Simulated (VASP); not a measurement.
# Zn (P6_3/mmc) in VASP: further runs

Aim: see how the results for Zn move with the level of theory and the settings. Levels: PBEsol, r2SCAN. Tasks: single point.

All numbers are computed with VASP 6.6.1; they aren't measurements. Logs are shortened: lines on timing, memory, paths and dates and some standing lists are left out, and cuts for length are marked.

### 1 Starting point

It takes space group P6_3/mmc (No. 194, hexagonal). Conventional cell: a = 2.593 Å, b = 2.593 Å, c = 4.919 Å, α = 90.00°, β = 90.00°, γ = 120.00°. Around Zn (site symmetry -6m2) lie 12 Zn at 2.59 to 2.88 Å.

### 2 Single point, PBEsol

The input, INCAR:

```
PREC = Accurate
ENCUT = 520
EDIFF = 1E-6
ISMEAR = 0
SIGMA = 0.5
LREAL = F
LASPH = T
NELM = 60
ALGO = Normal
ISIF = 2
LWAVE = F
LCHARG = F
GGA = PS
```

The input, KPOINTS:

```
regular mesh
0
Gamma
  18 18 10
```

The input, POSCAR:

```
Zn
1.0
    2.5934600000      0.0000000000      0.0000000000
   -1.2967300000      2.2460100000      0.0000000000
    0.0000000000      0.0000000000      4.9188700000
Zn
2
Direct
    0.3333300000      0.6666700000      0.2500000000
    0.6666700000      0.3333300000      0.7500000000
```

Potentials or basis: VASP PAW PBE potentials, release 64 (Zn).

On the command line:

```sh
$ cat potpaw_PBE.64/Zn/POTCAR > POTCAR
$ mpirun -np 1 vasp_std > vasp.out
```

OUTCAR:

```text
PREC = Accurate
   ENCUT = 520
   EDIFF = 1E-6
   ISMEAR = 0
   LREAL = F
   LASPH = T
   NELM = 60
   ISIF = 2
   GGA = PS

 ion  position               nearest neighbor table
   1  0.333  0.667  0.250-   2 2.88   2 2.88   2 2.88   2 2.88   2 2.88   2 2.88
   2  0.667  0.333  0.750-   1 2.88   1 2.88   1 2.88   1 2.88   1 2.88   1 2.88

  LATTYP: Found a hexagonal cell.
 ALAT       =     2.5934600000
 C/A-ratio  =     1.8966438657

  Lattice vectors:

 A1 = (   2.5934600000,   0.0000000000,   0.0000000000)
 A2 = (  -1.2967300000,   2.2460100000,   0.0000000000)
 A3 = (   0.0000000000,   0.0000000000,   4.9188700000)

Analysis of symmetry for initial positions (statically):
=====================================================================
 Subroutine PRICEL returns:
 Original cell was already a primitive cell.

 Routine SETGRP: Setting up the symmetry group for a
 hexagonal supercell.

 Subroutine GETGRP returns: Found  8 space group operations
 (whereof  4 operations were pure point group operations)
 out of a pool of 24 trial point group operations.

The static configuration has the point symmetry C_2h.
 The point group associated with its full space group is D_2h.

Analysis of symmetry for dynamics (positions and initial velocities):
=====================================================================
 Subroutine PRICEL returns:
 Original cell was already a primitive cell.

 Routine SETGRP: Setting up the symmetry group for a
 hexagonal supercell.

 Subroutine GETGRP returns: Found  8 space group operations
 (whereof  4 operations were pure point group operations)
 out of a pool of 24 trial point group operations.

The dynamic configuration has the point symmetry C_2h.
 The point group associated with its full space group is D_2h.

 Subroutine INISYM returns: Found  8 space group operations
 (whereof  4 operations are pure point group operations),
 and found     1 'primitive' translations

----------------------------------------------------------------------------------------

                                     Primitive cell

  volume of cell :      28.6521

  direct lattice vectors                    reciprocal lattice vectors
     2.593460000  0.000000000  0.000000000     0.385585280  0.222616996  0.000000000
    -1.296730000  2.246010000  0.000000000     0.000000000  0.445233993  0.000000000
     0.000000000  0.000000000  4.918870000     0.000000000  0.000000000  0.203298725

  length of vectors
     2.593460000  2.593466717  4.918870000     0.445235146  0.445233993  0.203298725

  position of ions in fractional coordinates (direct lattice)
     0.333330000  0.666670000  0.250000000
     0.666670000  0.333330000  0.750000000

  ion indices of the primitive-cell ions
   primitive index   ion index
                 1           1
                 2           2

----------------------------------------------------------------------------------------

 KPOINTS: regular mesh

Automatic generation of k-mesh.
 Grid dimensions read from file:
 generate k-points for:   18   18   10

 Generating k-lattice:

  Cartesian coordinates                     Fractional coordinates (reciprocal lattice)
     0.021421404  0.012367611  0.000000000     0.055555556 -0.000000000  0.000000000
     0.000000000  0.024735222  0.000000000     0.000000000  0.055555556  0.000000000
     0.000000000  0.000000000  0.020329873     0.000000000  0.000000000  0.100000000

  Length of vectors
     0.024735286  0.024735222  0.020329873

  Shift w.r.t. Gamma in fractional coordinates (k-lattice)
     0.000000000  0.000000000  0.000000000

 Subroutine IBZKPT returns following result:
 ===========================================

 Found    546 irreducible k-points:

 Following reciprocal coordinates:
            Coordinates               Weight
  0.000000  0.000000  0.000000      1.000000
  0.055556  0.000000  0.000000      4.000000
 -0.055556  0.055556  0.000000      2.000000
  0.111111  0.000000  0.000000      4.000000
 -0.111111  0.111111  0.000000      2.000000
  0.166667  0.000000  0.000000      4.000000
[... 16 lines left out ...]
 -0.055556  0.166667  0.000000      4.000000
 -0.166667  0.111111  0.000000      4.000000
 [... further k-points ...]
   k-points           NKPTS =    546   k-points in BZ     NKDIM =    546   number of bands    NBANDS=     16
   number of dos      NEDOS =    301   number of ions     NIONS =      2
   total plane-waves  NPLWV =  16000
   dimension x,y,z NGX =    20 NGY =   20 NGZ =   40
   dimension x,y,z NGXF=    40 NGYF=   40 NGZF=   80
   ions per type =               2
   NGX,Y,Z   is equivalent  to a cutoff of  12.82, 12.82, 13.52 a.u.
   NGXF,Y,Z  is equivalent  to a cutoff of  25.64, 25.64, 27.04 a.u.
 SYSTEM =  unknown system
   PREC   = accura    normal or accurate (medium, high low for compatibility)
   ISTART =      0    job   : 0-new  1-cont  2-samecut
   ICHARG =      2    charge: 1-file 2-atom 10-const
   ISPIN  =      1    spin polarized calculation?
   LNONCOLLINEAR =      F non collinear calculations
   LSORBIT =      F    spin-orbit coupling
   LASPH  =      T    aspherical Exc in radial PAW
   ENCUT  =  520.0 eV  38.22 Ry    6.18 a.u.   4.82  4.82  9.15*2*pi/ulx,y,z
   NELM   =     60;   NELMIN=  2; NELMDL= -5     # of ELM steps
   EDIFF  = 0.1E-05   stopping-criterion for ELM
   LREAL  =      F    real-space projection
   EDIFFG = 0.1E-04   stopping-criterion for IOM
   NSW    =      0    number of steps for IOM
   IBRION =     -1    ionic relax: 0-MD 1-quasi-New 2-CG
   NFREE  =      0    steps in history (QN), initial steepest desc. (CG)
   ISIF   =      2    stress and relaxation
   ISYM   =      2    0-nonsym 1-usesym 2-fastsym
   POTIM  = 0.5000    time-step for ionic-motion
   TEBEG  =    0.0;   TEEND  =   0.0 temperature during run
   PSTRESS=    0.0 pullay stress
   NELECT =      24.0000    total number of electrons
   NUPDOWN=      -1.0000    fix difference up-down
   EMIN   =  10.00;   EMAX   =-10.00  energy-range for DOS
   EFERMI =   0.00;   METHOD = LEGACY
   ISMEAR =     0;   SIGMA  =   0.50  broadening in eV -4-tet -1-fermi 0-gaus
   EFERMI_NEDOS =   21; number of points for ismear=-14 and -15
   IALGO  =     38    algorithm
   IMIX   =      4    mixing-type and parameters
     AMIX     =   0.40;   BMIX     =  1.00
     AMIX_MAG =   1.60;   BMIX_MAG =  1.00
  volume/ion in A,a.u.               =      14.33        96.68
  Fermi-wavevector in a.u.,A,eV,Ry     =   1.543215  2.916253 32.402437  2.381512
  Thomas-Fermi vector in A             =   2.648909
   LORBIT       =      0    0 simple, 1 ext, 2 COOP (PROOUT), +10 PAW based schemes
   GGA     = PS    functional components
   LHFCALC =     F    Hartree Fock is set to
   AEXX    =    0.0000 exact exchange contribution
   IVDW    =     0    specifies the selected vdW correction
   LEPSILON=     F    determine dielectric tensor
   LRPA    =     F    only Hartree local field effects (RPA)
 non-spin polarized calculation
 Gauss-broadening in eV      SIGMA  =   0.50
  energy-cutoff  :      520.00
  volume of cell :       28.65
 maximum number of plane-waves:       787
   NGX =  9   NGY =  9   NGZ = 19

 number of electron      24.0000009 magnetization

 Free energy of the ion-electron system (eV)
  ---------------------------------------------------
  ext. energy  EPLUGINS =         0.00000000
  ---------------------------------------------------
  free energy    TOTEN  =        -3.19435305 eV

  energy without entropy =       -3.14565575  energy(sigma->0) =       -3.17000440

 E-fermi :   3.3599     XC(G=0): -12.0135

 val. band max:        3.3405257417   @ k =   0.3889   0.3333   0.5000
 cond. band min:       3.4265079041   @ k =  -0.1667   0.1667   0.2000
 fundamental gap:      0.0859821624
 Fermi energy:         3.3598717645

 k-point     1 :       0.0000    0.0000    0.0000
  band No.  band energies     occupation
      1      -7.5370      2.00000
      2      -5.5569      2.00000
      3      -4.7393      2.00000
      4      -4.4544      2.00000
      5      -4.4544      2.00000
      6      -4.4032      2.00000
[... 8 lines left out ...]
     15      20.6387      0.00000
     16      22.0407      0.00000

 k-point     2 :       0.0556    0.0000    0.0000
  band No.  band energies     occupation
      1      -7.4398      2.00000
      2      -5.5095      2.00000
      3      -4.7270      2.00000
      4      -4.4663      2.00000
      5      -4.4296      2.00000
      6      -4.4155      2.00000
[... 8 lines left out ...]
     15      20.0383      0.00000
     16      20.7268      0.00000

 k-point     3 :      -0.0556    0.0556    0.0000
  band No.  band energies     occupation
      1      -7.4398      2.00000
      2      -5.5095      2.00000
      3      -4.7270      2.00000
      4      -4.4663      2.00000
      5      -4.4296      2.00000
      6      -4.4155      2.00000
[... 8 lines left out ...]
     15      20.0383      0.00000
     16      20.7269      0.00000

 k-point     4 :       0.1111    0.0000    0.0000
  band No.  band energies     occupation
      1      -7.1518      2.00000
      2      -5.3793      2.00000
      3      -4.6973      2.00000
      4      -4.4949      2.00000
      5      -4.4416      2.00000
      6      -4.3575      2.00000
[... 8 lines left out ...]
     15      17.2979      0.00000
     16      19.6079      0.00000

 k-point     5 :      -0.1111    0.1111    0.0000
  band No.  band energies     occupation
      1      -7.1518      2.00000
      2      -5.3793      2.00000
      3      -4.6973      2.00000
      4      -4.4949      2.00000
      5      -4.4416      2.00000
      6      -4.3575      2.00000
[... 8 lines left out ...]
     15      17.2979      0.00000
     16      19.6079      0.00000

 k-point     6 :       0.1667    0.0000    0.0000
  band No.  band energies     occupation
      1      -6.6878      2.00000
      2      -5.2088      2.00000
      3      -4.6704      2.00000
      4      -4.5318      2.00000
      5      -4.4277      2.00000
      6      -4.3031      2.00000
[... 8 lines left out ...]
     15      17.6852      0.00000
     16      18.2760      0.00000

 k-point     7 :      -0.1667    0.1667    0.0000
  band No.  band energies     occupation
      1      -6.6878      2.00000
      2      -5.2088      2.00000
      3      -4.6704      2.00000
      4      -4.5318      2.00000
      5      -4.4277      2.00000
      6      -4.3031      2.00000
[... 8 lines left out ...]
     15      17.6852      0.00000
     16      18.2760      0.00000

 k-point     8 :       0.2222    0.0000    0.0000
  band No.  band energies     occupation
      1      -6.0951      2.00000
      2      -5.0868      2.00000
      3      -4.6275      2.00000
      4      -4.5493      2.00000
      5      -4.5108      2.00000
      6      -4.3091      2.00000
[... 8 lines left out ...]
     15      17.0945      0.00000
     16      17.5378      0.00000

 k-point     9 :      -0.2222    0.2222    0.0000
  band No.  band energies     occupation
      1      -6.0951      2.00000
      2      -5.0868      2.00000
      3      -4.6275      2.00000
      4      -4.5493      2.00000
      5      -4.5108      2.00000
      6      -4.3091      2.00000
[... 8 lines left out ...]
     15      17.0945      0.00000
     16      17.5383      0.00000
[... 172 lines left out ...]
 k-point    19 :       0.5000    0.5000    0.0000
  band No.  band energies     occupation
      1      -5.3062      2.00000
      2      -5.2225      2.00000
      3      -5.0142      2.00000
      4      -4.4908      2.00000
      5      -4.2752      2.00000
      6      -4.2557      2.00000
[... 8 lines left out ...]
     15       7.7176      0.00000
     16       9.1882      0.00000

 k-point    20 :       0.0556    0.0556    0.0000
  band No.  band energies     occupation
      1      -7.2471      2.00000
      2      -5.4202      2.00000
      3      -4.7057      2.00000
      4      -4.4874      2.00000
      5      -4.4399      2.00000
      6      -4.3790      2.00000
[... 8 lines left out ...]
     15      18.6977      0.00000
     16      18.7413      0.00000

 k-point    21 :      -0.0556    0.1111    0.0000
  band No.  band energies     occupation
      1      -7.2471      2.00000
      2      -5.4202      2.00000
      3      -4.7057      2.00000
      4      -4.4874      2.00000
      5      -4.4399      2.00000
      6      -4.3790      2.00000
[... 8 lines left out ...]
     15      18.6977      0.00000
     16      18.7413      0.00000

 k-point    22 :       0.1111    0.0556    0.0000
  band No.  band energies     occupation
      1      -6.8698      2.00000
      2      -5.2653      2.00000
      3      -4.6797      2.00000
      4      -4.5157      2.00000
      5      -4.4685      2.00000
      6      -4.2817      2.00000
[... 8 lines left out ...]
     15      17.4506      0.00000
     16      17.5153      0.00000

 k-point    23 :      -0.0556    0.1667    0.0000
  band No.  band energies     occupation
      1      -6.8698      2.00000
      2      -5.2653      2.00000
      3      -4.6797      2.00000
      4      -4.5157      2.00000
      5      -4.4685      2.00000
      6      -4.2817      2.00000
[... 8 lines left out ...]
     15      17.4507      0.00000
     16      17.5153      0.00000

 k-point    24 :      -0.1667    0.1111    0.0000
  band No.  band energies     occupation
      1      -6.8698      2.00000
      2      -5.2653      2.00000
      3      -4.6797      2.00000
      4      -4.5157      2.00000
      5      -4.4685      2.00000
      6      -4.2817      2.00000
[... 8 lines left out ...]
     15      17.4507      0.00000
     16      17.5154      0.00000

 [... further k-points ...]

------------------------ aborting loop because EDIFF is reached ----------------------------------------

  FORCE on cell =-STRESS in cart. coord.  units (eV):
  Direction    XX          YY          ZZ          XY          YZ          ZX
  --------------------------------------------------------------------------------------
  -------------------------------------------------------------------------------------
  Total        0.1055511      0.1054920     -0.0288045     -0.0000518      0.0000000      0.0000000
  in kB        5.9022370      5.8989350     -1.6106996     -0.0028949      0.0000000      0.0000000
  external PRESSURE =       3.3968241 kB  Pullay stress =       0.0000000 kB

 VOLUME and BASIS-vectors are now :
 -----------------------------------------------------------------------------
  energy-cutoff  :      520.00
  volume of cell :       28.65
      direct lattice vectors                 reciprocal lattice vectors
     2.593460000  0.000000000  0.000000000     0.385585280  0.222616996  0.000000000
    -1.296730000  2.246010000  0.000000000     0.000000000  0.445233993  0.000000000
     0.000000000  0.000000000  4.918870000     0.000000000  0.000000000  0.203298725

 POSITION                                       TOTAL-FORCE (eV/Angst)
 -----------------------------------------------------------------------------------
     -0.00001      1.49735      1.22972         0.000023     -0.000013     -0.000000
      1.29674      0.74866      3.68915        -0.000023      0.000013      0.000000
 -----------------------------------------------------------------------------------
    total drift:                                0.000000     -0.000000      0.000000

  FREE ENERGIE OF THE ION-ELECTRON SYSTEM (eV)
  ---------------------------------------------------
  free  energy   TOTEN  =        -3.1943530517 eV

  energy  without entropy=       -3.1456557548  energy(sigma->0) =       -3.17000440
```

Wall time 2.2 min (1 thread of Intel Xeon Platinum 8488C (Sapphire Rapids), shared host); peak memory 0.31 GiB.

Results:

* Free energy: -3.1944 eV
* Pressure: 0.3 GPa
* Band gap on the k mesh: none (metal or under the smearing width)

Levels at points of the mesh, in eV from the Fermi level:
```csv
k point,band 8,band 9,band 10,band 11,band 12,band 13,band 14,band 15,band 16
"(0.00, 0.00, 0.00)",-7.36,-7.36,-7.15,-7.15,-4.04,-3.22,13.43,17.28,18.68
"(0.50, 0.00, 0.00)",-7.17,-6.93,-6.91,-2.95,-2.09,2.64,3.61,4.36,5.83
"(0.50, 0.50, 0.00)",-7.17,-6.93,-6.91,-2.96,-2.09,2.64,3.61,4.36,5.83
"(0.00, 0.00, 0.50)",-7.80,-7.23,-7.23,-7.23,-7.23,4.37,4.37,20.00,20.00
"(0.50, 0.00, 0.50)",-7.19,-6.92,-6.92,-2.02,-2.02,0.35,0.35,10.25,10.25
"(0.50, 0.50, 0.50)",-7.19,-6.92,-6.92,-2.02,-2.02,0.35,0.35,10.25,10.25
```

Caveat: the PAW data sets were made with another functional, which shifts forces and pressure a little.

### 3 Single point, PBEsol

The input, INCAR:

```
PREC = Accurate
ENCUT = 900
EDIFF = 1E-6
ISMEAR = 0
SIGMA = 0.1
LREAL = F
LASPH = T
NELM = 60
ALGO = Normal
ISIF = 2
LWAVE = F
LCHARG = F
GGA = PS
```

KPOINTS is that of step 2.

POSCAR is that of step 2.

Potentials or basis: VASP PAW PBE potentials, release 64 (Zn).

On the command line:

```sh
$ cat potpaw_PBE.64/Zn/POTCAR > POTCAR
$ mpirun -np 1 vasp_std > vasp.out
```

Wall time 4.8 min (1 thread of Intel Xeon Platinum 8488C (Sapphire Rapids), shared host); peak memory 0.57 GiB.

The run converged. Its results:

```yaml
Free_energy: -3.1748 eV
Pressure: 0.1 GPa
Band_gap_on_the_k_mesh: none (metal or under the smearing width)
```

Levels at points of the mesh, in eV from the Fermi level:
```
           k point  band 8  band 9  band 10  band 11  band 12  band 13  band 14  band 15  band 16
(0.00, 0.00, 0.00)   -7.36   -7.36    -7.15    -7.15    -4.04    -3.23    13.43    17.28    18.68
(0.50, 0.00, 0.00)   -7.18   -6.93    -6.92    -2.96    -2.09     2.64     3.61     4.36     5.83
(0.50, 0.50, 0.00)   -7.18   -6.93    -6.92    -2.96    -2.09     2.64     3.61     4.36     5.83
(0.00, 0.00, 0.50)   -7.81   -7.24    -7.24    -7.24    -7.24     4.37     4.37    20.00    20.00
(0.50, 0.00, 0.50)   -7.19   -6.92    -6.92    -2.02    -2.02     0.35     0.35    10.24    10.24
(0.50, 0.50, 0.50)   -7.19   -6.92    -6.92    -2.02    -2.02     0.35     0.35    10.24    10.24
```

Caveat: the PAW data sets were made with another functional, which shifts forces and pressure a little.

### 4 Single point, r2SCAN

The input, INCAR:

```
PREC = Accurate
ENCUT = 520
EDIFF = 1E-6
ISMEAR = 0
SIGMA = 0.1
LREAL = F
LASPH = T
NELM = 60
ALGO = Normal
ISIF = 2
LWAVE = F
LCHARG = F
METAGGA = R2SCAN
LMIXTAU = T
```

KPOINTS is that of step 3.

POSCAR is that of step 3.

On the command line:

```sh
$ cat potpaw_PBE.64/Zn/POTCAR > POTCAR
$ mpirun -np 1 vasp_std > vasp.out
```

Run time: 13 min. Hardware: 1 thread of Intel Xeon Platinum 8488C (Sapphire Rapids), shared host; peak memory 0.32 GiB.

Results (log left out):

- Free energy: -17.8046 eV
- Pressure: 1.5 GPa
- Band gap on the k mesh: none (metal or under the smearing width)

Stress tensor (GPa, compression positive):
```
1.53 0.01 0.00
0.01 1.54 0.00
0.00 0.00 1.41
```

Levels at points of the mesh, in eV from the Fermi level:
```csv
k point,band 10,band 11,band 12,band 13,band 14,band 15
"(0.00, 0.00, 0.00)",-7.49,-7.49,-4.20,-3.33,14.17,17.95
"(0.50, 0.00, 0.00)",-7.24,-3.11,-2.16,2.85,3.85,4.71
"(0.50, 0.50, 0.00)",-7.24,-3.11,-2.16,2.85,3.85,4.71
"(0.00, 0.00, 0.50)",-7.58,-7.58,-7.58,4.61,4.61,21.19
"(0.50, 0.00, 0.50)",-7.25,-2.15,-2.15,0.49,0.49,10.89
"(0.50, 0.50, 0.50)",-7.25,-2.15,-2.15,0.49,0.49,10.89
```

Caveat: the PAW data sets were made with another functional, which shifts forces and pressure a little.

### 5 Overview

| level | cutoff (eV) | smearing | gap on the mesh (eV) | pressure (GPa) |
| --- | --- | --- | --- | --- |
| PBEsol | 520 | gaussian 0.5 eV | none | 0.3 |
| PBEsol | 900 | gaussian 0.1 eV | none | 0.1 |
| r2SCAN | 520 | gaussian 0.1 eV | none | 1.5 |

Alike in all rows: task single point; potentials or basis VASP PAW PBE potentials, release 64 (Zn); no spin polarisation; cell as given; k mesh 18 × 18 × 10.

Every run on the cell as given and a fine mesh finds a metal. The pressure there spans 0.1 GPa (PBEsol) to 1.5 GPa (r2SCAN); a positive pressure means that this level wants a larger cell, a negative one a smaller.

Caveats: the PAW data sets were made with another functional, which shifts forces and pressure a little.

Absolute energies hang on the potentials; compare differences alone.
